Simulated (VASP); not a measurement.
# CdSe (P6_3mc) in VASP: settings compared

Aim: see how the results for CdSe move with the level of theory and the settings. Levels: PBE, LDA, r2SCAN. Tasks: dielectric tensor, band structure.

All numbers are computed with VASP 6.6.1; they aren't measurements. Logs are shortened: lines on timing, memory, paths and dates and some standing lists are left out, and cuts for length are marked.

**What was measured.**

From a printed reference work, data compilation, for a bulk crystal of CdSe at 2 K: band gap 1.841 eV.

The runs below are set against these values where they give the same quantity.

### Step 1. Starting point

Symmetry: P6_3mc, No. 186, hexagonal system. Conventional cell: a = 4.345 Å, b = 4.345 Å, c = 7.087 Å, α = 90.00°, β = 90.00°, γ = 120.00°. Cd (site symmetry 3m) has 4 Se at 2.66 Å as nearest neighbours. Se (site symmetry 3m) is surrounded by 4 Cd at 2.66 Å.

The cell is a database's computed one.

### Step 2. Dielectric tensor, PBE

The input, INCAR:

```
ALGO = Normal ; EDIFF = 1E-8
ENCUT = 450 ; GGA = PE
IBRION = 8 ; ISIF = 2
ISMEAR = 0 ; KPAR = 4
LASPH = T ; LCHARG = F
LEPSILON = T ; LREAL = F
LWAVE = F ; NELM = 120
PREC = Accurate ; SIGMA = 0.02
```

The input, KPOINTS:

```
k-points
0
Gamma
  9 9 5
```

The input, POSCAR:

```
CdSe                                    
1.0
    4.3452997793      0.0000000000      0.0000000000
   -2.1726498897      3.7631399326      0.0000000000
    0.0000000000      0.0000000000      7.0867644160
  Cd              Se            
     2     2
Direct
     0.6666666699999979    0.3333333300000021    0.4999760713256833
     0.3333333300000021    0.6666666699999979    0.9999760713256833
     0.6666666699999979    0.3333333300000021    0.8758839286743125
     0.3333333300000021    0.6666666699999979    0.3758839286743125
```

Potentials or basis: VASP PAW PBE potentials, release 64 (Cd, Se).

On the command line:

```bash
> cat potpaw_PBE.64/Cd/POTCAR potpaw_PBE.64/Se/POTCAR > POTCAR
> mpirun -np 4 vasp_std > vasp.out
```

OUTCAR:

```text
EDIFF = 1E-8
   ENCUT = 450
   GGA = PE
   IBRION = 8
   ISIF = 2
   ISMEAR = 0
   LASPH = T
   LEPSILON = T
   LREAL = F
   NELM = 120
   PREC = Accurate

 ion  position               nearest neighbor table
   1  0.667  0.333  0.500-   4 2.66   4 2.66   4 2.66   3 2.66
   2  0.333  0.667  1.000-   3 2.66   3 2.66   3 2.66   4 2.66
   3  0.667  0.333  0.876-   2 2.66   2 2.66   2 2.66   1 2.66
   4  0.333  0.667  0.376-   1 2.66   1 2.66   1 2.66   2 2.66

  LATTYP: Found a hexagonal cell.
 ALAT       =     4.3452997793
 C/A-ratio  =     1.6309034534

  Lattice vectors:

 A1 = (   4.3452997793,   0.0000000000,   0.0000000000)
 A2 = (  -2.1726498897,   3.7631399326,   0.0000000000)
 A3 = (   0.0000000000,   0.0000000000,   7.0867644160)

Analysis of symmetry for initial positions (statically):
=====================================================================
 Subroutine PRICEL returns:
 Original cell was already a primitive cell.

 Routine SETGRP: Setting up the symmetry group for a
 hexagonal supercell.

 Subroutine GETGRP returns: Found 12 space group operations
 (whereof  6 operations were pure point group operations)
 out of a pool of 24 trial point group operations.

The static configuration has the point symmetry C_3v.
 The point group associated with its full space group is C_6v.

Analysis of symmetry for dynamics (positions and initial velocities):
=====================================================================
 Subroutine PRICEL returns:
 Original cell was already a primitive cell.

 Routine SETGRP: Setting up the symmetry group for a
 hexagonal supercell.

 Subroutine GETGRP returns: Found 12 space group operations
 (whereof  6 operations were pure point group operations)
 out of a pool of 24 trial point group operations.

The dynamic configuration has the point symmetry C_3v.
 The point group associated with its full space group is C_6v.

 Subroutine INISYM returns: Found 12 space group operations
 (whereof  6 operations are pure point group operations),
 and found     1 'primitive' translations

----------------------------------------------------------------------------------------

                                     Primitive cell

  volume of cell :     115.8826

  direct lattice vectors                    reciprocal lattice vectors
     4.345299779  0.000000000  0.000000000     0.230133719  0.132867767  0.000000000
    -2.172649890  3.763139933  0.000000000     0.000000000  0.265735534  0.000000000
     0.000000000  0.000000000  7.086764416     0.000000000  0.000000000  0.141108119

  length of vectors
     4.345299779  4.345299724  7.086764416     0.265735531  0.265735534  0.141108119

  position of ions in fractional coordinates (direct lattice)
     0.666666670  0.333333330  0.499976071
     0.333333330  0.666666670  0.999976071
     0.666666670  0.333333330  0.875883929
     0.333333330  0.666666670  0.375883929
[... 795 lines left out ...]
 -----------------------------------------------------------------------------
     0.36669 -0.00000 -0.00000
    -0.00000  0.36669  0.00000
     0.00000 -0.00000 -0.75462

[... ionic steps 4 to 9 ...]

--------------------------------------- Ionic step       10  -------------------------------------------

------------------------ aborting loop because EDIFF is reached ----------------------------------------

[... ionic steps 11 to 11 ...]

--------------------------------------- Ionic step       12  -------------------------------------------

 Free energy of the ion-electron system (eV)
  ---------------------------------------------------
  ---------------------------------------------------
  free energy    TOTEN  =        -0.09715896 eV

  energy without entropy =       -0.09715896

------------------------ aborting loop because EDIFF is reached ----------------------------------------

 INTERNAL STRAIN TENSOR  FOR ION    3  DIRECTION 3   (eV/Angst):
 -----------------------------------------------------------------------------
     3.58183 -0.00000 -0.00000
    -0.00000  3.58183  0.00000
     0.00000 -0.00000 -6.91792

 MACROSCOPIC STATIC DIELECTRIC TENSOR (including local field effects in DFT)
 ------------------------------------------------------
           9.515888    -0.000000     0.000000
          -0.000000     9.515888     0.000000
           0.000000    -0.000000     9.367755
 ------------------------------------------------------

 PIEZOELECTRIC TENSOR (including local field effects)  for field in x, y, z        (e  Angst)
          XX          YY          ZZ          XY          YZ          ZX
  --------------------------------------------------------------------------------
  x     0.00000     0.00000     0.00000     0.00000    -0.00000     2.73090
  y     0.00000     0.00000    -0.00000     0.00000     2.73090    -0.00000
  z     2.65223     2.65223    -5.45800    -0.00000     0.00000    -0.00000

 PIEZOELECTRIC TENSOR (including local field effects)  for field in x, y, z        (C/m^2)
          XX          YY          ZZ          XY          YZ          ZX
  --------------------------------------------------------------------------------
  x     0.00000     0.00000     0.00000     0.00000    -0.00000     0.37757
  y     0.00000     0.00000    -0.00000     0.00000     0.37757    -0.00000
  z     0.36669     0.36669    -0.75462    -0.00000     0.00000    -0.00000

 BORN EFFECTIVE CHARGES (including local field effects) (in |e|, cummulative output)
 ---------------------------------------------------------------------------------
 ion    1
    1     2.24302    -0.00000    -0.00000
    2    -0.00000     2.24302    -0.00000
    3     0.00000     0.00000     2.35791
 ion    2
    1     2.24302    -0.00000     0.00000
    2    -0.00000     2.24302     0.00000
    3     0.00000     0.00000     2.35791
 ion    3
    1    -2.24302     0.00000     0.00000
    2     0.00000    -2.24302    -0.00000
    3    -0.00000     0.00000    -2.35791
 ion    4
    1    -2.24302     0.00000     0.00000
    2     0.00000    -2.24302     0.00000
    3     0.00000     0.00000    -2.35791

 INTERNAL STRAIN TENSOR FOR ION    4 for displacements in x,y,z  (eV/Angst):
          X           Y           Z          XY          YZ          ZX
  --------------------------------------------------------------------------------
  x     0.00000    -0.00000     0.00000    -6.16012    -0.00000     3.81651
  y    -6.16012     6.16012     0.00000    -0.00000     3.37288    -0.00000
  z     3.58183     3.58183    -6.91792    -0.00000     0.00000     0.00000

 SECOND DERIVATIVES (NOT SYMMETRIZED)
 ------------------------------------
               1X          1Y          1Z          2X          2Y          2Z          3X          3Y          3Z          4X          4Y          4Z
  1X    -4.604373    0.000000   -0.000000   -0.147456    0.000000    0.000000    0.078195   -0.000000    0.000000    4.673634   -0.000000    0.000000
  1Y     0.000000   -4.604373    0.000000    0.000000   -0.147456    0.000000   -0.000000    0.078195    0.000000   -0.000000    4.673634    0.000000
  1Z     0.000000   -0.000000   -5.825048    0.000000   -0.000000    1.328166   -0.000000    0.000000    3.439820    0.000000   -0.000000    1.057061
  2X    -0.147456    0.000000    0.000000   -4.604373    0.000000    0.000000    4.673634   -0.000000    0.000000    0.078195   -0.000000   -0.000000
  2Y     0.000000   -0.147456   -0.000000    0.000000   -4.604373   -0.000000   -0.000000    4.673634   -0.000000   -0.000000    0.078195   -0.000000
  2Z    -0.000000    0.000000    1.328166    0.000000    0.000000   -5.825048    0.000000    0.000000    1.057061    0.000000   -0.000000    3.439820
  3X     0.068432   -0.000000   -0.000000    4.664262   -0.000000    0.000000   -5.131008    0.000000   -0.000000    0.398314   -0.000000    0.000000
  3Y    -0.000000    0.068432    0.000000   -0.000000    4.664262    0.000000    0.000000   -5.131008   -0.000000   -0.000000    0.398314    0.000000
  3Z     0.000000   -0.000000    3.433647    0.000000   -0.000000    1.062119    0.000000    0.000000   -6.675541    0.000000    0.000000    2.179775
  4X     4.664262   -0.000000    0.000000    0.068432   -0.000000    0.000000    0.398314   -0.000000   -0.000000   -5.131008    0.000000    0.000000
  4Y    -0.000000    4.664262   -0.000000   -0.000000    0.068432   -0.000000   -0.000000    0.398314   -0.000000    0.000000   -5.131008    0.000000
  4Z    -0.000000    0.000000    1.062119   -0.000000    0.000000    3.433647    0.000000   -0.000000    2.179775   -0.000000    0.000000   -6.675541

 Eigenvectors and eigenvalues of the dynamical matrix
 ----------------------------------------------------

   1 f  =    5.480423 THz    34.434513 2PiTHz  182.807234 cm-1    22.665198 meV
             X         Y         Z           dx          dy          dz
      2.172650  1.254380  3.543213     0.000000   -0.000000    0.277015
     -0.000000  2.508760  7.086595    -0.000000    0.000000   -0.277015
      2.172650  1.254380  6.207183     0.000000   -0.000000   -0.650587
     -0.000000  2.508760  2.663801    -0.000000    0.000000    0.650587
[... 71 lines left out ...]
  12 f/i=    0.004966 THz     0.031202 2PiTHz    0.165647 cm-1     0.020538 meV
             X         Y         Z           dx          dy          dz
      2.172650  1.254380  3.543213    -0.541489   -0.000001   -0.000000
     -0.000000  2.508760  7.086595    -0.541489   -0.000001   -0.000000
      2.172650  1.254380  6.207183    -0.454742   -0.000000   -0.000000
     -0.000000  2.508760  2.663801    -0.454742   -0.000000   -0.000000

--------------------------------------------------------------------------------------------------------

 MACROSCOPIC STATIC DIELECTRIC TENSOR IONIC CONTRIBUTION
 ------------------------------------------------------
           3.313292    -0.000000     0.000000
          -0.000000     3.313292    -0.000000
           0.000000    -0.000000     3.861666
 ------------------------------------------------------

 ELASTIC MODULI CONTR FROM IONIC RELAXATION (kBar)
 Direction    XX          YY          ZZ          XY          YZ          ZX
 --------------------------------------------------------------------------------
 XX        -269.3603    111.5914    152.3252      0.0000     -0.0000     -0.0000
 YY         111.5914   -269.3603    152.3252      0.0000      0.0000      0.0000
 ZZ         152.3252    152.3252   -294.1385     -0.0000     -0.0000      0.0000
 XY           0.0000      0.0000     -0.0000   -190.4759     -0.0000      0.0000
 YZ          -0.0000      0.0000     -0.0000     -0.0000    -73.0242      0.0000
 ZX          -0.0000      0.0000      0.0000     -0.0000      0.0000    -80.4466
 --------------------------------------------------------------------------------

 PIEZOELECTRIC TENSOR IONIC CONTR  for field in x, y, z        (C/m^2)
          XX          YY          ZZ          XY          YZ          ZX
  --------------------------------------------------------------------------------
  x    -0.00000    -0.00000     0.00000    -0.00000     0.00000    -0.48580
  y     0.00000    -0.00000    -0.00000    -0.00000    -0.46284     0.00000
  z    -0.51934    -0.51934     1.00285     0.00000     0.00000    -0.00000
```

Run time: 15 min. Hardware: 4 MPI ranks of AMD EPYC 7R13 (Zen 3), shared host; peak memory 0.94 GiB.

What came out:

| Quantity | Value |
| --- | --- |
| Band gap on the k mesh | 0.60 eV, direct |
| Electronic dielectric tensor (diagonal) | 9.52, 9.52, 9.37 |
| Born charges (mean of the diagonal) | Cd +2.28; Se -2.28 e |
| Highest phonon frequency at Γ, LO-TO splitting left out | 183 cm⁻¹ |

Phonon frequencies in cm⁻¹ (negative: imaginary):
| q point | frequencies |
| --- | --- |
| (0.000, 0.000, 0.000) | 0 0 0 32 32 120 162 167 167 170 170 183 |

Electronic dielectric tensor:
```
9.52 0.00 0.00
0.00 9.52 0.00
0.00 0.00 9.37
```

Born effective charge tensors (e):
atom 1, Cd
```
2.24 0.00 0.00
0.00 2.24 0.00
0.00 0.00 2.36
```
atom 2, Cd
```
2.24 0.00 0.00
0.00 2.24 0.00
0.00 0.00 2.36
```
atom 3, Se
```
-2.24  0.00  0.00
 0.00 -2.24  0.00
 0.00  0.00 -2.36
```
atom 4, Se
```
-2.24  0.00  0.00
 0.00 -2.24  0.00
 0.00  0.00 -2.36
```

Caveat: the gap is small at this level, which inflates the dielectric constant.

### Step 3. Band structure, LDA

POSCAR is that of step 2.

The input, INCAR.step1:

```
PREC = Accurate
ENCUT = 450
EDIFF = 1E-6
ISMEAR = 0
SIGMA = 0.02
LREAL = F
LASPH = T
NELM = 120
ALGO = Normal
ISIF = 2
LWAVE = F
LCHARG = T
KPAR = 4
```

The input, KPOINTS.step1:

```
regular mesh
0
Gamma
  10 10 6
```

The input, INCAR.step2:

```
PREC = Accurate
ENCUT = 450
EDIFF = 1E-6
ISMEAR = 0
SIGMA = 0.05
LREAL = F
LASPH = T
NELM = 120
ALGO = Normal
ISIF = 2
LWAVE = F
LCHARG = F
KPAR = 4
ICHARG = 11
```

The input, KPOINTS.step2:

```
path GMKGALHA,LM,KH
10
line-mode
reciprocal
 0.0000000000  0.0000000000  0.0000000000  G
 0.5000000000  0.0000000000  0.0000000000  M

 0.5000000000  0.0000000000  0.0000000000  M
 0.3333333333  0.3333333333  0.0000000000  K

 0.3333333333  0.3333333333  0.0000000000  K
 0.0000000000  0.0000000000  0.0000000000  G

 0.0000000000  0.0000000000  0.0000000000  G
 0.0000000000  0.0000000000  0.5000000000  A

 0.0000000000  0.0000000000  0.5000000000  A
 0.5000000000  0.0000000000  0.5000000000  L

 0.5000000000  0.0000000000  0.5000000000  L
 0.3333333333  0.3333333333  0.5000000000  H

 0.3333333333  0.3333333333  0.5000000000  H
 0.0000000000  0.0000000000  0.5000000000  A

 0.5000000000  0.0000000000  0.5000000000  L
 0.5000000000  0.0000000000  0.0000000000  M

 0.3333333333  0.3333333333  0.0000000000  K
 0.3333333333  0.3333333333  0.5000000000  H
```

Potentials or basis: VASP PAW LDA potentials, release 64 (Cd, Se).

On the command line:

```bash
> cat potpaw_LDA.64/Cd/POTCAR potpaw_LDA.64/Se/POTCAR > POTCAR
> cp INCAR.step1 INCAR
> cp KPOINTS.step1 KPOINTS
> mpirun -np 4 vasp_std > vasp.out
> cp INCAR.step2 INCAR
> cp KPOINTS.step2 KPOINTS
> mpirun -np 4 vasp_std > vasp.out
```

Run time: 62 s. Hardware: 4 MPI ranks of AMD EPYC 7R13 (Zen 3), shared host; peak memory 0.26 GiB.

It converged, with:

```yaml
Band_gap_on_the_k_mesh: 0.36 eV, direct
Band_gap_along_the_path: 0.36 eV, direct
```

Levels at the corners of the path, in eV from the valence-band top:
```tsv
point	band 14	band 15	band 16	band 17	band 18	band 19	band 20	band 21	band 22
Γ	-0.74	-0.74	-0.05	0.00	0.00	0.36	1.97	5.71	5.71
M	-3.61	-2.59	-1.79	-1.30	-0.73	2.98	3.15	4.61	5.87
M	-3.61	-2.59	-1.79	-1.30	-0.73	2.98	3.15	4.61	5.87
K	-3.77	-2.97	-1.83	-1.83	-1.63	4.10	4.54	4.54	6.76
K	-3.77	-2.97	-1.83	-1.83	-1.63	4.10	4.54	4.54	6.76
Γ	-0.74	-0.74	-0.05	0.00	0.00	0.36	1.97	5.71	5.72
Γ	-0.74	-0.74	-0.05	0.00	0.00	0.36	1.97	5.71	5.71
A	-2.67	-0.39	-0.39	-0.39	-0.39	2.13	2.13	5.63	5.63
A	-2.67	-0.39	-0.39	-0.39	-0.39	2.13	2.13	5.63	5.63
L	-4.15	-1.32	-1.32	-1.30	-1.30	2.73	2.73	4.69	4.69
L	-4.15	-1.32	-1.32	-1.30	-1.30	2.73	2.73	4.69	4.69
H	-4.05	-2.37	-2.37	-1.08	-1.08	3.54	3.54	5.62	5.62
H	-4.05	-2.37	-2.37	-1.08	-1.08	3.54	3.54	5.62	5.62
A	-2.67	-0.39	-0.39	-0.39	-0.39	2.13	2.13	5.63	5.63
L	-4.15	-1.32	-1.32	-1.30	-1.30	2.73	2.73	4.69	4.69
M	-3.61	-2.59	-1.79	-1.30	-0.73	2.98	3.15	4.61	5.87
K	-3.77	-2.97	-1.83	-1.83	-1.63	4.10	4.54	4.54	6.76
H	-4.05	-2.37	-2.37	-1.08	-1.08	3.54	3.54	5.62	5.62
```

Caveat: the log is that of the step along the path at fixed density, whose energy, stress, charges and moments have no meaning.

(Part 1 of 3 ends here.)
